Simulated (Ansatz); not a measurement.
Crystal: HgSe.

```xyz
2
Lattice="0.0000 3.0390 3.0390 3.0390 0.0000 3.0390 3.0390 3.0390 0.0000" Properties=species:S:1:pos:R:3 pbc="T T T"
Hg    0.0000    0.0000    0.0000
Se    4.5585    4.5585    4.5585
```

Base run:

- Program: Ansatz 0.2.0
- Functional: PBE
- Potentials or basis: Ansatz PAW
- Cutoff: 420 eV (not typed: the program's choice for these potentials)
- k mesh: 6 × 6 × 6
- Occupations: fermi-dirac, width 0.05 eV
- Spin: spin-orbit coupling, no magnetisation

Its results: band gap on the k mesh none (metal or under the smearing width); pressure 4.2 GPa.

The run is repeated on the same cell with these changes: functional from PBE to PBE0; k mesh from 6 × 6 × 6 to 4 × 4 × 4. What comes out?

Band gap on the k mesh none (metal or under the smearing width); pressure 2.5 GPa.

Several settings changed at once, so the effect can't be laid on one alone.

Caveats: some runs use coarse meshes; the PAW data sets come from PBE, with cores solved anew for the run's functional, which leaves a small shift of forces and pressure (some runs); the thresholds are loose for stress (some runs).
